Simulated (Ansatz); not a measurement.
CuO: band structure with PBE+U

Crystal: CuO.

```
Cu O
1.0
     2.34465   -1.71340    0.00000
     2.34465    1.71340    0.00000
    -0.86055    0.00000    5.05944
Cu O
2 2
Direct
  0.00320 0.49680 0.00000
  0.49680 0.00320 0.50000
  0.57140 0.40560 0.25370
  0.40560 0.57140 0.75370
```

```
Program                             : Ansatz 0.2.0
Task                                : band structure
Functional                          : PBE
Potentials or basis                 : Ansatz PAW
Cutoff                              : 420 eV (not typed: the program's choice for these potentials)
k mesh                              : 10 × 10 × 5
Occupations                         : fermi-dirac, width 0.05 eV
Spin                                : no spin polarisation
Hubbard terms                       : Cu d U = 1 eV
Path                                : [["G", "Y", "F", "L", "I"], ["I1", "Z", "F1"], ["Y", "X1"], ["X", "G", "N"], ["M", "G"]]
Points for each segment of the path : 14
Hubbard projectors                  : ortho-atomic (the default)
Double counting                     : fll (the default)
```

- Pressure: 6.1 GPa
- Largest force: 0.775 eV/Å
- Band gap on the k mesh: none (metal or under the smearing width)

Forces in eV/Å, atoms in the order of the input:
```
Cu  -0.642  0.355  0.251
Cu  -0.642 -0.355  0.251
O    0.642  0.283 -0.251
O    0.642 -0.283 -0.251
```

Stress tensor (GPa, compression positive):
```
 5.98  0.00 -1.83
 0.00  6.85  0.00
-1.83  0.00  5.43
```

Levels at the corners of the path, in eV from the Fermi level:
```
point  band 23  band 24  band 25  band 26  band 27  band 28
    Γ    -2.33    -1.84     0.22     0.93     1.74     6.12
    Y    -1.73    -1.40    -0.74     1.08     3.46     7.14
    F    -1.51    -1.44    -0.70     0.20     4.35     6.24
    L    -1.46    -1.46    -0.41    -0.41     5.32     5.32
    I    -1.66    -1.66    -0.29    -0.29     5.94     5.94
   I1    -1.66    -1.66    -0.29    -0.29     5.94     5.94
    Z    -1.59    -1.59     0.27     0.27     3.97     3.97
   F1    -1.51    -1.44    -0.70     0.20     4.35     6.24
    Y    -1.73    -1.40    -0.74     1.08     3.46     7.14
   X1    -1.53    -1.46    -1.37     0.91     4.96     7.28
    X    -1.53    -1.46    -1.37     0.91     4.96     7.28
    Γ    -2.33    -1.84     0.22     0.93     1.74     6.12
    N    -1.63    -1.55    -0.02     0.31     4.98     6.38
    M    -1.91    -1.79    -0.12     0.74     5.21     6.59
    Γ    -2.33    -1.84     0.22     0.93     1.74     6.12
```

Eigenvalues of the final occupation matrices:
| site | spin | trace | eigenvalues |
| --- | --- | --- | --- |
| site 1 | 1 | 4.72 | 0.77 0.97 0.99 0.99 1.00 |
| site 2 | 1 | 4.72 | 0.77 0.97 0.99 0.99 1.00 |

Run time: 20 s on 2 threads of Arm Neoverse V1, with other jobs on the host, peak memory 0.48 GiB.

Caveat: the pressure holds a Pulay correction of +0.7 GPa for the finite cutoff; the run has no spin polarisation, though such a crystal can be magnetic; U without spin polarisation on a metal has little footing.
